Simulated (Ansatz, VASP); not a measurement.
# One calculation of MgO, two programs

```xyz
2
Lattice="0.0000 1.9968 2.1022 1.9968 0.0000 2.1022 1.9968 1.9968 0.0000" Properties=species:S:1:pos:R:3 pbc="T T T"
Mg    0.0000    0.0000    0.0000
O     1.9968    1.9968    2.1022
```

Change from the starting cell: biaxial_xy strain -5.0%.

Alike in both runs: task single point; functional PBE; k mesh 10 × 10 × 10; occupations fermi-dirac, width 0.02 eV; no spin polarisation.

```csv
,VASP,Ansatz
version,VASP 6.6.1,Ansatz 0.2.0
potentials or method,"VASP PAW PBE potentials, release 64 (Mg, O)","plane waves, PAW"
plane-wave cutoff (eV),520,420
valence electrons in the cell,8,16
```

|  | VASP | Ansatz | Ansatz less VASP |
| --- | --- | --- | --- |
| gap on the k mesh at the Fermi level (eV) | 5.77 | 5.79 | +0.013 |
| pressure (GPa) | 27.8 | 28.4 | +0.63 |
| largest component of the traceless stress (GPa) | 11.91 | 11.80 | -0.111 |

The two sets of potentials don't hold the same shells in valence.

Caveats: so large a pressure means that the cell lies far from this level's equilibrium, or that cutoff or potentials fall short (VASP).
